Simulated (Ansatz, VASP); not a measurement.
## One calculation of Si2Mo, two programs

File INCAR:

```
SYSTEM = Si2Mo
PREC     = Accurate       ! precision mode
ENCUT    = 600            ! plane-wave cutoff, eV
EDIFF    = 1E-6           ! SCF threshold, eV
ISMEAR   = -1             ! smearing method
SIGMA    = 0.05           ! smearing width, eV
LREAL    = .False.        ! projectors in reciprocal space
LASPH    = .True.         ! aspherical terms in the spheres
NELM     = 60             ! most SCF steps
ALGO     = Fast           ! electronic algorithm
ISIF     = 3              ! what is computed and relaxed
LWAVE    = .False.        ! write WAVECAR
LCHARG   = .False.        ! write CHGCAR
GGA      = PE             ! functional
IBRION   = 2              ! ionic algorithm
NSW      = 40             ! ionic steps
EDIFFG   = -0.01          ! ionic threshold
```

KPOINTS

```
regular mesh
0
Gamma
  5 5 3
  0 0 0
```

Contents of POSCAR:

```
Si2Mo
1.0
    4.5854715599      0.0000000000      0.0000000000
   -2.2927357800      3.9711348592      0.0000000000
    0.0000000000      0.0000000000      6.5797601000
Mo Si
3 6
Direct
    0.5000000000      0.5000000000      0.8333333333
    0.0000000000      0.5000000000      0.1666666667
    0.5000000000      0.0000000000      0.5000000000
    0.1638729800      0.3277459600      0.5000000000
    0.6722540400      0.8361270200      0.1666666667
    0.8361270200      0.1638729800      0.8333333333
    0.8361270200      0.6722540400      0.5000000000
    0.3277459600      0.1638729800      0.1666666667
    0.1638729800      0.8361270200      0.8333333333
```

The input input.yaml:

```yaml
crystal:
  lattice:
    - [4.5854715599, 0.0, 0.0]
    - [-2.29273578, 3.9711348592, 0.0]
    - [0.0, 0.0, 6.5797601]
  atoms:
    - { symbol: Mo, position: [0.5, 0.5, 0.8333333333] }
    - { symbol: Mo, position: [0.0, 0.5, 0.1666666667] }
    - { symbol: Mo, position: [0.5, 0.0, 0.5] }
    - { symbol: Si, position: [0.16387298, 0.32774596, 0.5] }
    - { symbol: Si, position: [0.67225404, 0.83612702, 0.1666666667] }
    - { symbol: Si, position: [0.83612702, 0.16387298, 0.8333333333] }
    - { symbol: Si, position: [0.83612702, 0.67225404, 0.5] }
    - { symbol: Si, position: [0.32774596, 0.16387298, 0.1666666667] }
    - { symbol: Si, position: [0.16387298, 0.83612702, 0.8333333333] }
hamiltonian:
  xc: pbe
  pseudopotentials: { kind: paw }
kpoints:
  mp_grid: { grid: [5, 5, 3] }
scf:
  occupations: { method: fermi_dirac, width: 0.05 }
output:
  forces: true
  stress: true
  eigenvalues: true
relax:
  f_tol: 0.01
  max_steps: 40
  cell: { stress_tol: 0.05 }
```

Measurements of this composition are mostly on another form, of space group No. 139.

Alike in both runs: task relaxation of cell and atoms; functional PBE; k mesh 5 × 5 × 3; occupations fermi-dirac, width 0.05 eV; no spin polarisation.

|  | VASP | Ansatz |
| --- | --- | --- |
| version | VASP 6.6.1 | Ansatz 0.2.0 |
| potentials or method | VASP PAW PBE potentials, release 54 (Mo, Si) | Ansatz PAW |
| plane-wave cutoff (eV) | 600 | 420 |
| valence electrons in the cell | 42 | 66 |

|  | VASP | Ansatz | Ansatz less VASP |
| --- | --- | --- | --- |
| gap on the k mesh at the Fermi level, each at its own relaxed structure (eV) | 0.65 | 0.60 | -0.043 |
| relaxed volume (Å³/atom) | 13.51 | 13.53 | +0.027 |
| relaxed cell length with the largest relative difference (Å) | 4.609 | 4.614 | +0.0047 |
| energy change over the relaxation (meV/atom) | -2 | -2 | -0.5 |

The two sets of potentials don't hold the same shells in valence.

Caveats: an odd mesh through Γ misses points on the zone boundary, where band edges often lie (VASP); odd divisions of the mesh miss points on the zone boundary, where band edges often lie, so the gap on the mesh can be too wide (Ansatz); the plane-wave basis is chosen anew once the cell has moved, so the energies of steps on either side of that aren't comparable (Ansatz). As with any semilocal functional, this PBE gap is likely too small.
